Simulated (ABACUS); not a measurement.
The system is MnO.

```
Mn O
1.0
     3.14508    0.00000    0.00000
     1.57254    2.72372    0.00000
     1.57254    0.90791    2.56795
Mn O
1 1
Direct
  0.00000 0.00000 0.00000
  0.50000 0.50000 0.50000
```

The cell is a database's computed one.

| Property | Result |
| --- | --- |
| Program | ABACUS 3.10.1 |
| Task | relaxation of cell and atoms |
| Functional | PBEsol |
| Potentials or basis | Ansatz NC PBE |
| Cutoff | 1320 eV |
| Density cutoff | 5279 eV |
| Basis | plane waves |
| k mesh | 8 × 8 × 8 |
| Occupations | fermi-dirac, width 0.05 eV |
| Spin | collinear spin, ferromagnetic start |
| Starting moments | [4.0, 0.0] μB |

At the start: pressure -8.5 GPa; volume 11.00 Å³/atom.

Where does the relaxation end?

Over 4 steps the energy falls by 21.5 meV/atom and the volume is 10.29 Å³/atom (-6.5 %); space group Fm-3m (No. 225, to 0.05 Å); moment 4.59 μB per cell.

Step by step:
```tsv
step	energy change (eV)	largest force (eV/Å)	pressure (GPa)	volume (Å³)
1	0.0000	0.0000	-8.47	22.00
2	-0.0404	0.0000	1.49	20.13
3	-0.0425	0.0000	0.84	20.41
4	-0.0430	0.0000	-0.07	20.57
```

Final structure:
```cif
data_structure
_symmetry_space_group_name_H-M 'P 1'
_symmetry_Int_Tables_number 1
_cell_length_a 3.0756
_cell_length_b 3.0756
_cell_length_c 3.0756
_cell_angle_alpha 60.000
_cell_angle_beta 60.000
_cell_angle_gamma 60.000
_cell_volume 20.57
loop_
_atom_site_label
_atom_site_type_symbol
_atom_site_fract_x
_atom_site_fract_y
_atom_site_fract_z
_atom_site_occupancy
Mn1 Mn 0.00000 0.00000 0.00000 1
O1 O 0.50000 0.50000 0.50000 1
```

Caveat: the potentials were made for another functional, which shifts forces and pressure; a cell with one magnetic atom can't hold antiferromagnetic order, which such compounds often take.
